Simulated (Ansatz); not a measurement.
# Re in Ansatz: convergence with k mesh

Input of the first run (k mesh 2 × 2 × 1); the others differ in this setting and in those tied to it:

File input.yaml:

```yaml
crystal:
  lattice:
    - [2.7608, 0.0, 0.0]
    - [-1.3804, 2.3909229348, 0.0]
    - [0.0, 0.0, 4.4582]
  atoms:
    - { symbol: Re, position: [0.6666666667, 0.3333333333, 0.75] }
    - { symbol: Re, position: [0.3333333333, 0.6666666667, 0.25] }
kpoints:
  mp_grid: { grid: [2, 2, 1] }
scf:
  occupations: { method: fermi_dirac, width: 0.05 }
hamiltonian:
  xc: pbesol
  pseudopotentials: { kind: all_electron, lapw: { basis_error: 0.001 } }
output:
  forces: true
  stress: true
  eigenvalues: true
```

Potentials or basis: all-electron LAPW, scalar-relativistic.

Command:

```console
$ ansatz run input.yaml --threads 1 --pin off --max-ram 3072MiB --backend cpu --events-out ev --progress --plain --runs-dir out
```

Hardware: 1 thread of Intel(R) Xeon(R) Processor @ 2.50GHz (Skylake/Cascade Lake), on a shared host.

Question: The values tried are 2 × 2 × 1, 4 × 4 × 2, 6 × 6 × 3, 7 × 7 × 4, 9 × 9 × 5, 11 × 11 × 6, 13 × 13 × 7, 16 × 16 × 9, loosest first. From which on does the energy stay within 1 meV/atom of the tightest run that finished?

Answer: From 13 × 13 × 7 on.

```
     k mesh  energy less the tightest run, at zero smearing (meV/atom)  pressure (GPa)  gap on the mesh (eV)  SCF cycles  CPU time (s)  peak memory (GiB)
  2 × 2 × 1                                                     -88.34           -8.71                 0.814           8           4.6               0.27
  4 × 4 × 2                                                      78.84           -4.41                 0.000           7           8.8               0.28
  6 × 6 × 3                                                     -12.08           -3.94                 0.000           9            15                0.3
  7 × 7 × 4                                                       5.50           -4.30                 0.000           8            20               0.33
  9 × 9 × 5                                                       3.99           -3.99                 0.000           9            29               0.37
11 × 11 × 6                                                       2.40           -4.10                 0.000           8            48               0.44
13 × 13 × 7                                                       0.66           -4.20                 0.000           8            63               0.49
16 × 16 × 9                                                       0.00           -4.04                 0.000           8           120               0.67
```

Against the tightest run, the gap on the mesh stays within 0.01 eV from 4 × 4 × 2 on. Not settled before the last step: the pressure (to 0.1 GPa). Meshes of other sizes hit other points, so gaps and Fermi surfaces needn't settle smoothly. The tightest run that finished is the yardstick and may itself not be fully converged.

The run has no spin-orbit coupling, so splittings on Re are missing.
